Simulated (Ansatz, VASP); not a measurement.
## CsSnBr3: VASP beside Ansatz

The input INCAR:

```
PREC     = Accurate       # precision mode
ENCUT    = 520            # plane-wave cutoff, eV
EDIFF    = 1E-6           # SCF threshold, eV
ISMEAR   = 0              # smearing method
SIGMA    = 0.05           # smearing width, eV
LREAL    = F              # projectors in reciprocal space
LASPH    = T              # aspherical terms in the spheres
NELM     = 100            # most SCF steps
ALGO     = Fast           # electronic algorithm
ISIF     = 2              # what is computed and relaxed
LWAVE    = F              # write WAVECAR
LCHARG   = T              # write CHGCAR
GGA      = PE             # functional
LELF     = T              # ELF
LVHAR    = T            
NBANDS   = 30             # bands
```

The input KPOINTS:

```
regular mesh
0
Gamma
  6 6 6
```

File POSCAR:

```
CsSnBr3
1.0
    5.8390056100      0.0000000000      0.0000000000
    0.0000000000      5.8390056100      0.0000000000
    0.0000000000      0.0000000000      5.8390056100
Cs Sn Br
1 1 3
Direct
    0.0000000000      0.0000000000      0.0000000000
    0.5000000000      0.5000000000      0.5000000000
    0.5000000000      0.0000000000      0.5000000000
    0.5000000000      0.5000000000      0.0000000000
    0.0000000000      0.5000000000      0.5000000000
```

Input for Ansatz:

```yaml
crystal:
  lattice:
    - [5.83900561, 0.0, 0.0]
    - [0.0, 5.83900561, 0.0]
    - [0.0, 0.0, 5.83900561]
  atoms:
    - { symbol: Cs, position: [0.0, 0.0, 0.0] }
    - { symbol: Sn, position: [0.5, 0.5, 0.5] }
    - { symbol: Br, position: [0.5, 0.0, 0.5] }
    - { symbol: Br, position: [0.5, 0.5, 0.0] }
    - { symbol: Br, position: [0.0, 0.5, 0.5] }
basis:
  ecutwfc: 420
kpoints:
  mp_grid: { grid: [6, 6, 6] }
hamiltonian:
  xc: pbe
scf:
  occupations: { method: gaussian, width: 0.05 }
output:
  forces: true
  stress: true
  eigenvalues: true
```

The cell is a database's computed one.

Alike in both runs: task single point; functional PBE; k mesh 6 × 6 × 6; occupations gaussian, width 0.05 eV; no spin polarisation.

```csv
,VASP,Ansatz
version,VASP 6.6.1,Ansatz 0.2.0
potentials or method,"VASP PAW PBE potentials, release 64 (Cs_sv, Sn_d, Br)","scalar-relativistic, plane waves, PAW"
plane-wave cutoff (eV),520,420
valence electrons in the cell,44,44
```

```csv
,VASP,Ansatz,Ansatz less VASP
gap on the k mesh at the Fermi level (eV),0.50,0.50,0.000
least direct gap on the mesh (eV),0.50,0.50,0.000
pressure (GPa),0.6,0.6,0.00
```

Caveats: spin-orbit coupling is left out, which moves the levels of the heavy elements. Expect the measured gap to be larger: semilocal functionals such as PBE lack the derivative discontinuity. A k mesh can miss the band edges.
